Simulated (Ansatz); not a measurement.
**AlNi under changes of volume**

One of the cells (12.452 Å³/atom); the others are scaled copies at fixed shape and fractional positions:

```xyz
2
Lattice="2.3007 -1.3947 0.0000 2.3007 1.3947 0.0000 -1.3565 0.0000 3.8808" Properties=species:S:1:pos:R:3 pbc="T T T"
Ni    1.6225    0.0000    1.9404
Al    0.0000    0.0000    0.0000
```

The cell comes from a database or a generator and needn't be the stable form of this composition.

- Program: Ansatz 0.2.0
- Functional: PBE
- Potentials or basis: Ansatz PAW
- Cutoff: 420 eV (not typed: the program's choice for these potentials)
- k mesh: 11 × 11 × 7
- Occupations: fermi-dirac, width 0.05 eV
- Spin: collinear spin, ferromagnetic start
- Starting moments: [1.0, 0.0] μB

```tsv
volume (Å³/atom)	energy over the lowest point (meV/atom)	pressure (GPa)
11.705	33.33	12.7
11.954	16.76	8.7
12.203	6.08	5.1
12.452	0.66	1.9
12.702	0.00	-1.0
12.951	3.60	-3.6
13.200	?	?
```

Problem. What does the run at 13.200 Å³/atom give?

Solution. Energy over the lowest point 11.04 meV/atom; pressure -5.9 GPa.

Worked out: A Birch-Murnaghan fit of order 3 (a polynomial in V^(-2/3)) to the other rows has its minimum at 12.61 Å³/atom with B0 = V·E''(V) = 144 GPa and B' = 4.4 at fixed shape and positions, which overstates the stiffness. It gives 11.03 meV/atom at 13.200 Å³/atom, against the run's 11.04, and -dE/dV = -5.9 GPa, against -5.9.

Energies are extrapolated to zero smearing.

Caveats: the starting moments weren't kept.
